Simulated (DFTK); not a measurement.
Runs of DFTK 0.8.2 on Ta. Symmetry: Im-3m, No. 229, cubic system. The conventional cell has a = 3.303 Å, b = 3.303 Å, c = 3.303 Å, α = 90.00°, β = 90.00°, γ = 90.00°. Ta (site symmetry m-3m) has 8 Ta at 2.86 Å as nearest neighbours. 

```csv
task,level,potentials or basis,k mesh,cutoff (eV),valence electrons,SCF solver,mesh quality,gap on the mesh (eV),pressure (GPa),V0 of scaled cells (Å³/atom),B0 (GPa)
equation of state,PBEsol,dojo.nc.sr.pbesol.v0_4_1.standard.upf (PBEsol),11 × 11 × 11,952,Ta 13,-,not flagged,-,-,17.64,(b)
band structure,BJ06,"in-house norm-conserving set (r2SCAN, scalar relativistic)",10 × 10 × 10,1225,Ta 13,ScfAndersonSolver,not flagged,none,-,-,-
band structure,r2SCAN,"in-house norm-conserving set (r2SCAN, scalar relativistic)",10 × 10 × 10,1225,Ta 13,-,not flagged,none,2.4,-,-
band structure,LDA,"cp2k.nc.sr.lda.v0_1.semicore.gth (LDA, GTH)",11 × 11 × 11,1333,Ta 13,-,not flagged,none,-9.0,-,-
equation of state,PBEsol,SG15 1.2 (PBE),7 × 7 × 7,1225,Ta 27,-,coarse,-,-,17.74,(a)
```

Alike in all rows: no spin polarisation; cell as given; smearing fermi-dirac 0.05 eV.

Q: Fill in the values left out.

A: (a) 219; (b) 212.

Caveats: some runs use coarse meshes; the potentials were made for another functional, which shifts forces and pressure (some runs); the program leaves the constant c of mgga_x_tb09 at 1, so the potential is Becke-Johnson's (BJ06) and not Tran and Blaha's, with levels but no total energy (some runs); GTH potentials come without recommended cutoffs, and this one wasn't checked for convergence (some runs).

A k mesh can miss the band edges, and the runs leave out spin-orbit coupling on Ta.

A gap of «none» marks a metal or a gap under the smearing width.

Not every run made on this cell is shown here.
